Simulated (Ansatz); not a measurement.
# AlN: the cost of one run

Program: Ansatz 0.2.0. Level of theory: DFT PBE, scalar-relativistic, plane waves, PAW. These are calculated values, not measurements.

4 further runs of the same task are left out: 4 set aside as unsound or not needed.

## (1) The system as given

The cell holds 37 atoms (Al18N19): a = 7.387 Å, b = 7.387 Å, c = 7.387 Å, α = 78.93°, β = 78.93°, γ = 78.93°.

The coordinates of this cell stand in the input of its own run.

The host was relaxed before at PBE: a = 3.130 Å, b = 3.130 Å, c = 5.018 Å, α = 90.00°, β = 90.00°, γ = 120.00° (conventional cell), 10.645 Å³/atom.

Places, in fractions of the supercell: N as an interstitial at (0.931, 0.931, 0.931). Its neighbours start displaced at random by about 0.05 Å.

## (2) Band edges of the host over the zone

Input file input.yaml:

```yaml
crystal:
  lattice:
    - [3.1302036258, 0.0, 0.0]
    - [-1.5651018129, 2.710835859, 0.0]
    - [0.0, 0.0, 5.0180193796]
  atoms:
    - { symbol: Al, position: [0.6666666667, 0.3333333333, 0.4992349487] }
    - { symbol: Al, position: [0.3333333333, 0.6666666667, 0.9992349487] }
    - { symbol: "N", position: [0.6666666667, 0.3333333333, 0.8807650513] }
    - { symbol: "N", position: [0.3333333333, 0.6666666667, 0.3807650513] }
basis:
  ecutwfc: 420
  xc_grid: 2
kpoints:
  mp_grid: { grid: [9, 9, 4] }
  band_path: { path: [VBM, CBM], npoints: 2 }
hamiltonian:
  xc: pbe
scf:
  occupations: { method: gaussian, width: 0.02 }
output:
  forces: true
  stress: true
  eigenvalues: true
```

Run with:

```console
$ ansatz run input.yaml --threads 8 --pin off --max-ram 16384MiB --backend cpu --events-out ev --progress --plain --runs-dir out
```

**Question.** How long does this run take on 8 threads of Arm Neoverse V1, shared host, and how much memory does it need?

About 1.1 s, with a peak of 0.34 GiB.
